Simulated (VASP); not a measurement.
HfC:

```
CELL_PARAMETERS angstrom
0.00000 2.32500 2.32500
2.32500 0.00000 2.32500
2.32500 2.32500 0.00000
ATOMIC_POSITIONS crystal
Hf 0.50000 0.50000 0.50000
C 0.00000 0.00000 0.00000
```

Base run:

| Property | Result |
| --- | --- |
| Program | VASP 6.6.1 |
| Functional | rSCAN |
| Potentials or basis | VASP PAW PBE potentials, release 64 (Hf_pv, C) |
| Cutoff | 520 eV |
| k mesh | 10 × 10 × 10 |
| Occupations | fermi-dirac, width 0.05 eV |
| Spin | no spin polarisation |

Its results: pressure -3.5 GPa.

Question: After a change of settings the same cell gave: pressure -2.5 GPa. Which change was it?
A. functional from rSCAN to revTPSS; further incar settings from ALGO = Normal; EDIFF = 1e-06 to ALGO = Normal; EDIFF = 1e-07; NBANDS = 14
B. functional from rSCAN to MS2; further incar settings from ALGO = Normal; EDIFF = 1e-06 to ALGO = Normal; EDIFF = 1e-06; NBANDS = 14
C. functional from rSCAN to TPSS; further incar settings from ALGO = Normal; EDIFF = 1e-06 to ALGO = Normal; EDIFF = 1e-06; NBANDS = 14
D. functional from rSCAN to r2SCAN

Answer: D.

Caveats: the PAW data sets were made with another functional, which shifts forces and pressure a little.

Runs at the PBE level aren't shown here.
